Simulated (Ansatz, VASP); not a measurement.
# CdS in VASP and in Ansatz

File INCAR:

```
PREC = Accurate ; ENCUT = 520
EDIFF = 1E-6 ; ISMEAR = -1
SIGMA = 0.02 ; LREAL = F
LASPH = T ; NELM = 100
ALGO = Normal ; ISIF = 2
LWAVE = F ; LCHARG = F
GGA = PE ; NBANDS = 16
```

File KPOINTS:

```
regular mesh
0
Gamma
  8 8 8
```

File POSCAR:

```
CdS
1.0
    0.0000000000      2.9392148365      3.0126952074
    2.9392148365      0.0000000000      3.0126952074
    2.9392148365      2.9392148365      0.0000000000
Cd S
1 1
Direct
    0.0000000000      0.0000000000      0.0000000000
    0.2500000000      0.2500000000      0.2500000000
```

Input for Ansatz:

```yaml
crystal:
  lattice:
    - [0.0, 2.9392148365, 3.0126952074]
    - [2.9392148365, 0.0, 3.0126952074]
    - [2.9392148365, 2.9392148365, 0.0]
  atoms:
    - { symbol: Cd, position: [0.0, 0.0, 0.0] }
    - { symbol: S, position: [0.25, 0.25, 0.25] }
kpoints:
  mp_grid: { grid: [8, 8, 8] }
  band_path:
    path:
      - [0.0, 0.0, 0.0]
      - [-0.5, -0.5, 0.0]
      - [-0.375, -0.375, 0.25]
      - [-0.375, 0.0, 0.375]
      - [0.0, 0.0, 0.5]
      - [-0.5, -0.25, 0.25]
    npoints: 1
hamiltonian:
  xc: pbe
scf:
  occupations: { method: fermi_dirac, width: 0.02 }
  n_extra_bands: 4
output:
  forces: true
  stress: true
  eigenvalues: true
```

Change from the starting cell: uniaxial_z strain +2.5%.

Alike in both runs: task single point; functional PBE; k mesh 8 × 8 × 8; occupations fermi-dirac, width 0.02 eV; no spin polarisation.

```csv
,VASP,Ansatz
version,VASP 6.6.1,Ansatz 0.2.0
potentials or method,"VASP PAW PBE potentials, release 64 (Cd, S)","plane waves, PAW"
plane-wave cutoff (eV),520,420
valence electrons in the cell,18,26
```

|  | VASP | Ansatz | Ansatz less VASP |
| --- | --- | --- | --- |
| gap on the k mesh at the Fermi level (eV) | 1.02 | 1.01 | -0.002 |
| pressure (GPa) | 0.3 | 0.0 | -0.29 |
| largest component of the traceless stress (GPa) | 0.34 | 0.34 | +0.007 |

With one functional, cell and mesh, what is left measures potentials, basis and numerics. The two sets of potentials don't hold the same shells in valence.
